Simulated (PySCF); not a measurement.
Calculated NMR parameters of C1=C[C@H]2C=C[C@@H]1C2

| Item | Value |
| --- | --- |
| Formula | C7H8 |
| SMILES | C1=C[C@H]2C=C[C@@H]1C2 |
| InChI | InChI=1S/C7H8/c1-2-7-4-3-6(1)5-7/h1-4,6-7H,5H2/t6-,7+ |
| Point group of the computed structure | C2v |
| Degrees of unsaturation | 4 |
| Carbon signals | 3 |
| Proton signals | 3 |

Atoms are numbered as in `[CH:1]1=[CH:2][C@H:3]2[CH:4]=[CH:5][C@@H:6]1[CH2:7]2` (H(Xn): hydrogen on atom n).

[PySCF 2.14: GFN2-xTB structure; shieldings: GIAO PBE0/pcSseg-1; averaged over atoms made equivalent by symmetry, fast rotation or ring inversion; no relativistic terms; gas phase; one conformer]

Chemical shifts δ = σref − σ; ¹H (σref 31.72) and ¹³C (σref 186.93) against TMS, all at this level.

| carbon | δC, type | δH (multiplicity) | HMBC from (2–3 bonds) | span of the C tensor (ppm) |
| --- | --- | --- | --- | --- |
| C1/C2/C4/C5 | 154.0, CH | 7.21 (m) | H(C1)/H(C2)/H(C4)/H(C5), H(C3)/H(C6), H(C7) | 253 |
| C3/C6 | 53.6, CH | 3.47 (m) | H(C1)/H(C2)/H(C4)/H(C5), H(C3)/H(C6), H(C7) | 25 |
| C7 | 82.0, CH2 | 2.19 (m) | H(C1)/H(C2)/H(C4)/H(C5), H(C3)/H(C6) | 27 |

- Carbon types of the structure: 6 × CH, 1 × CH2, which accounts for all hydrogens.
- δC 154.0: alkene CH; an sp2 carbon of a C=C bond.
- δC 82.0: sp3 CH2 in a ring.
- δC 53.6: allylic sp3 CH; aliphatic region, no heteroatom directly attached.
- δH 7.21: hydrogen on an alkene CH; attached to an sp2 carbon and in the plane of the double bond.
- δH 3.47: hydrogen on an allylic sp3 CH.

Shifts are as computed. Against solution values, carbons near 30 ppm lie about +3 ppm off and those near 130 ppm about +5 ppm. Of 1211 compounds with measured shifts, 218 miss one by over three times the rms of a fit or turn the order of signals round; such compounds aren't used in these exercises. Multiplicities follow the n + 1 count of equivalent neighbours, as no J values were calculated; m marks all less simple cases, F and P coupling included.
